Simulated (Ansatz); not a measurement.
PbO2:

```
CELL_PARAMETERS angstrom
0.00000 2.70199 2.70199
2.70199 0.00000 2.70199
2.70199 2.70199 0.00000
ATOMIC_POSITIONS crystal
Pb 0.00000 0.00000 0.00000
O 0.75000 0.75000 0.75000
O 0.25000 0.25000 0.25000
```

The cell comes from a database or a generator and needn't be the stable form of this composition.

* Program: Ansatz 0.2.0
* Task: single point
* Functional: PBE
* Potentials or basis: Ansatz PAW
* Cutoff: 420 eV (not typed: the program's choice for these potentials)
* k mesh: 9 × 9 × 9
* Occupations: fermi-dirac, width 0.05 eV
* Spin: no spin polarisation

On this cell: pressure 0.4 GPa; largest force zero by symmetry; band gap on the k mesh none (metal or under the smearing width).

The same run follows on a disturbed copy (atoms moved at random, drawn with an rms of 0.05 Å):

```
Pb O
1.0
     0.00000    2.70199    2.70199
     2.70199    0.00000    2.70199
     2.70199    2.70199    0.00000
Pb O
1 2
Cartesian
  0.0198 0.0040 -0.0052
  4.0228 4.0189 4.0321
  1.3874 1.2948 1.3787
```

Problem. What changes?

Solution. The energy (extrapolated to zero smearing) moves by +9.0 meV/atom; pressure 0.8 GPa; largest force 0.510 eV/Å; band gap on the k mesh none (metal or under the smearing width).

Forces in eV/Å, atoms in the order of the input:
```
Pb  -0.061 -0.297  0.099
O    0.380  0.025  0.190
O   -0.319  0.272 -0.289
```

Stress tensor (GPa, compression positive):
```
 0.89 -0.18  0.05
-0.18  0.62 -0.46
 0.05 -0.46  0.75
```
